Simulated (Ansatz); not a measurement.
**RbBr (Pm-3m): phonons**

Method: PBEsol, PAW on Ansatz 0.2.0's default frozen-core files (fitted under PBE), scalar-relativistic.

The cell comes from a PAW relaxation under the same functional.

The structure is one entry of a database and needn't be the stable phase.

Command line:

```sh
ansatz run input.yaml --threads 1 --pin off --max-ram 3072MiB --backend cpu --events-out ev --progress --plain --runs-dir out
```

input.yaml:

```yaml
crystal:
  lattice:
    - [4.07008511772, 0.0, 0.0]
    - [0.0, 4.07008511772, 0.0]
    - [0.0, 0.0, 4.07008511772]
  atoms:
    - { symbol: Rb, position: [0.0, 0.0, 0.0] }
    - { symbol: Br, position: [0.5, 0.5, 0.5] }
kpoints:
  mp_grid: { grid: [6, 6, 6] }
scf:
  occupations: { method: fixed }
hamiltonian:
  xc: pbesol
  pseudopotentials: { kind: paw }
phonons:
  qmesh: [2, 2, 2]
  qpath:
    path:
      - [0.0, 0.0, 0.0]
      - [0.0, 0.5, 0.0]
      - [0.5, 0.5, 0.0]
      - [0.0, 0.0, 0.0]
      - [0.5, 0.5, 0.5]
      - [0.0, 0.5, 0.0]
      - [0.5, 0.5, 0.5]
      - [0.5, 0.5, 0.0]
    npoints: 6
  temperatures: { t_min: 0, t_max: 1000, t_step: 100 }
```

Output (shortened where marked):

```
Warning: RAYON_NUM_THREADS=1 ignored (pool sized by the plan → 1); use --threads N
Engine: ansatz 0.2.0, aarch64-unknown-linux-gnu
Pseudopotentials: kind: paw
Pseudopotential: Rb, paw, valence charge 9, recommended cutoff 420 eV (normal), Rb.paw.azcp
Pseudopotential: Br, paw, valence charge 7, recommended cutoff 420 eV (normal), Br.paw.azcp
Functional definition: PBEsol
  exchange = pbesol_x
  correlation = pbesol_c
Crystal: 4 atoms, lattice volume = 134.847 Å³
Basis set: ecut = 420 eV, 2665 PW (Γ), FFT grids on a1, a2, a2+a3, exchange–correlation on 60×80×80 points (8 copies of the dense FFT grid, shifted against one another)
Bands: 20, of which v1, the nominal top of the filled ones, is band 16 counted from 1 (15 counted from 0)
Symmetry: 32 space group operations
k-points: 24 of 108
Non-local potential: Rb, projectors of the file, l = 0: 3, l = 1: 2, l = 2: 2
Non-local potential: Br, projectors of the file, l = 0: 2, l = 1: 2, l = 2: 2
PAW form: soft (Blöchl's): semilocal exchange-correlation on the pseudo side does not see the compensation charge
[... 165 lines left out ...]
  supercell 1 (2 cells, vectors [1, 0, 0], [0, 1, -1], [0, 0, 2] in multiples of the cell's): 2 displaced members by 0.0025 Å; free energy -11913.792396 eV; taken off its force constants: by the sum rule 9.8e-5, by the ...
  symmetry images taken by strict's conditions (phonons.symmetry_images: auto; settled by no image being taken that strict refuses)
  supercell 2 (2 cells, vectors [1, 0, 0], [0, 1, 0], [0, 0, 2] in multiples of the cell's): 2 displaced members by 0.0025 Å; free energy -11913.792396 eV; taken off its force constants: by the sum rule 9.6e-5, by the ...
  symmetry images taken by strict's conditions (phonons.symmetry_images: auto; settled by no image being taken that strict refuses)
  supercell 3 (2 cells, vectors [0, 1, -1], [-1, 1, 0], [0, 0, 2] in multiples of the cell's): 2 displaced members by 0.0025 Å; free energy -11913.792396 eV; taken off its force constants: by the sum rule 3.2e-4, by the ...
  symmetry images taken by strict's conditions (phonons.symmetry_images: auto; settled by no image being taken that strict refuses)
  q = [0.0000, 0.0000, 0.0000] (star 1, supercell 1; hermiticity 0.00e0, symmetrization 2.05e-6): -0.00 -0.00 0.00 75.18 75.18 75.18
  q = [0.0000, 0.0000, -0.5000] (star 3, supercell 2; hermiticity 1.36e-16, symmetrization 1.15e-16): 48.45 48.45 54.15 54.15 96.49 97.83
  q = [0.0000, -0.5000, -0.5000] (star 3, supercell 1; hermiticity 9.80e-17, symmetrization 6.21e-16): 44.55 48.24 64.22 64.22 90.93 90.93
  q = [-0.5000, -0.5000, -0.5000] (star 1, supercell 3; hermiticity 9.63e-17, symmetrization 1.10e-15): 72.56 72.56 72.56 81.90 81.90 81.90
  joined force constants: q→R imaginary residual 1.23e-17
  density of states and harmonic sums: on the 16×16×16 q-mesh, interpolated from the force constants of a 2×2×2 supercell (with the dipole–dipole term)
  largest difference from the sums on the solved wave vectors: F 8.95e-2 eV, S 1.22e-4 and C_V 3.22e-5 eV/K
```

The run converged.

Zone-centre phonons:

Harmonic phonons of a crystal by Kohn-Sham DFT at the given cell, standard atomic masses, acoustic sum rule imposed; negative wavenumbers are unstable modes; optical zone-centre levels upwards with Mulliken labels, activity, and the element with most of the kinetic energy.

| Item | Value |
| --- | --- |
| Point group | m-3m |

```tsv
number	phonon wavenumber (cm⁻¹)	label	infrared	raman	lead element
1	75.2	T1u	yes	no	Br
```

Field response:

Linear response of an insulating crystal by Kohn-Sham DFT to a field and to zone-centre displacements, local fields included; Born charges neutralised; LO modes for wave vectors along x and z; Cartesian axes as in the input.

| Property | Result |
| --- | --- |
| Dielectric electronic (x, y, z) | 3.003, 3.003, 3.003 |
| Highest phonon with field along x | 121.1 cm⁻¹ |
| Highest phonon with field along z | 121.1 cm⁻¹ |
| Highest phonon without field | 75.18 cm⁻¹ |

```
atom  born charge xx (e)  born charge yy (e)  born charge zz (e)
 Rb1               1.238               1.238               1.238
 Br2              -1.238              -1.238              -1.238
```

**Harmonic thermodynamics**

Sums over wave vectors interpolated from the q mesh.

| Item | Value |
| --- | --- |
| Zero point energy | 12.59 meV/atom |

```
temperature (K)  phonon heat capacity (k_B/atom)  phonon entropy (k_B/atom)  phonon free energy (meV/atom)
            100                            2.759                      3.343                           -0.8
            200                            2.937                       5.33                         -39.06
            300                            2.971                      6.528                         -90.49
            400                            2.984                      7.385                         -150.6
            500                            2.989                      8.052                         -217.2
            600                            2.993                      8.597                           -289
            700                            2.994                      9.058                         -365.1
            800                            2.996                      9.458                           -445
            900                            2.996                      9.811                           -528
           1000                            2.997                      10.13                           -614
```

Caveats: frozen-core PAW files fitted under PBE, their cores solved anew for the functional of the run; no LO-TO term at the zone centre; coarse q mesh.

Cost: 56 s on 1 thread of Arm Neoverse V2 (shared host), peak memory 0.45 GiB.
